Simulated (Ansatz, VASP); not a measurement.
KBr: VASP beside Ansatz

File INCAR:

```
PREC = Accurate ; ENCUT = 520
EDIFF = 1E-6 ; ISMEAR = 0
SIGMA = 0.05 ; LREAL = F
LASPH = T ; NELM = 100
ALGO = Normal ; ISIF = 2
LWAVE = F ; LCHARG = F
GGA = PE ; NBANDS = 15
```

File KPOINTS:

```
regular mesh
0
Gamma
  6 6 6
```

File POSCAR:

```
KBr
1.0
    0.0205781250      3.2925000000      3.2925000000
    3.3130781250      0.0000000000      3.3130781250
    3.2925000000      3.2925000000      0.0205781250
K Br
1 1
Direct
    0.0000000000      0.0000000000      0.0000000000
    0.5000000000      0.5000000000      0.5000000000
```

Input for Ansatz:

```yaml
crystal:
  lattice:
    - [0.020578125, 3.2925, 3.2925]
    - [3.313078125, 0.0, 3.313078125]
    - [3.2925, 3.2925, 0.020578125]
  atoms:
    - { symbol: K, position: [0.0, 0.0, 0.0] }
    - { symbol: Br, position: [0.5, 0.5, 0.5] }
basis:
  ecutwfc: 420
kpoints:
  mp_grid: { grid: [6, 6, 6] }
hamiltonian:
  xc: pbe
scf:
  occupations: { method: gaussian, width: 0.05 }
output:
  forces: true
  stress: true
  eigenvalues: true
```

Change from the starting cell: strain +0.0125 x Voigt [0, 0, 0, 0, 1, 0], atoms carried along.

Alike in both runs: task single point; functional PBE; k mesh 6 × 6 × 6; occupations gaussian, width 0.05 eV; no spin polarisation.

|  | VASP | Ansatz |
| --- | --- | --- |
| version | VASP 6.6.1 | Ansatz 0.2.0 |
| potentials or method | VASP PAW PBE potentials, release 64 (K_sv, Br) | scalar-relativistic, plane waves, PAW |
| plane-wave cutoff (eV) | 520 | 420 |
| valence electrons in the cell | 16 | 16 |

|  | VASP | Ansatz | Ansatz less VASP |
| --- | --- | --- | --- |
| gap on the k mesh at the Fermi level (eV) | 4.44 | 4.44 | +0.002 |
| least direct gap on the mesh (eV) | 4.44 | 4.44 | +0.002 |
| pressure (GPa) | 0.9 | 0.8 | -0.04 |
| largest component of the traceless stress (GPa) | 0.06 | 0.06 | +0.001 |

The functional is the same, so the differences come from potentials, cutoffs and numerics.
